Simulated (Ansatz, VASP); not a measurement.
# Two plane-wave programs on SnSe

```
Sn Se
1.0
    12.09144    0.00000    0.00000
     0.00000    4.25336    0.00000
     0.00000    0.00000    4.51775
Sn Se
4 4
Direct
  0.62637 0.75000 0.39267
  0.87363 0.25000 0.89267
  0.37363 0.25000 0.60733
  0.12637 0.75000 0.10733
  0.15006 0.25000 0.50803
  0.65006 0.25000 0.99197
  0.34994 0.75000 0.00803
  0.84994 0.75000 0.49197
```

Change from the starting cell: epitaxial_xy strain +3.0%.

Alike in both runs: task single point; functional PBE; k mesh 2 × 6 × 6; occupations fermi-dirac, width 0.02 eV; no spin polarisation.

|  | VASP | Ansatz |
| --- | --- | --- |
| version | VASP 6.6.1 | Ansatz 0.2.0 |
| potentials or method | VASP PAW PBE potentials, release 64 (Sn_d, Se) | plane waves, PAW |
| plane-wave cutoff (eV) | 520 | 420 |
| valence electrons in the cell | 80 | 120 |

```tsv
	VASP	Ansatz	Ansatz less VASP
gap on the k mesh at the Fermi level (eV)	0.88	0.89	+0.008
pressure (GPa)	0.5	0.5	-0.03
largest component of the traceless stress (GPa)	0.34	0.34	+0.001
rms of the force components (eV/Å)	0.130	0.121	-0.0086
```

Atom by atom the forces differ by 0.009 eV/Å (rms over components). With one functional, cell and mesh, what is left measures potentials, basis and numerics. The two sets of potentials don't hold the same shells in valence.

Caveats: spin-orbit coupling is left out, which moves the levels of the heavy elements; this functional lacks dispersion, which binds the layers, so the pressure and a relaxed spacing across them are unreliable. A k mesh can miss the band edges.
